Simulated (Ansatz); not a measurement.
Zincblende BaTe, relaxed with r2SCAN: the symmetry is F-43m (No. 216, cubic); a = 7.828 Å in the conventional setting, 59.97 Å³ an atom. Ba has 4 Te at 3.39 Å; Te has 4 Ba at 3.39 Å. One-shot G0W0@PBE in the plane-wave code Ansatz on a 4×4×4 mesh (contour deformation, no spin-orbit coupling), from a PBE gap of 2.566 eV over the mesh points (the G0W0 gap is indirect on the mesh); the number N of bands summed and the screening cutoff rise together. All values are calculated for a non-magnetic cell, which may be hypothetical.

```tsv
N	cutoff (eV)	1000/N	G0W0 gap (eV)
285	100	3.509	3.688
670	180	1.493	3.772
```

**Lay a straight line in 1000/N through these rows.** The slope is -0.0417 eV per unit of 1000/N and the intercept 3.834 eV.

**Predict the gap at N = 1288 (260 eV).** 3.834 + (-0.0417) × 0.776 = 3.802 eV; the run gives 3.802 eV, 0.000 eV from the line.

**With that run's result added, what limit do the last two rows suggest?** Their slope is (3.802 − 3.772)/(0.776 − 1.493) = -0.0418, which meets 1/N = 0 at 3.83 eV, against 3.834 eV from the first line. The two lines nearly agree; the k mesh isn't extrapolated.

No spin-orbit coupling is included; it can move band edges with weight on the heavy atoms by tenths of an eV.
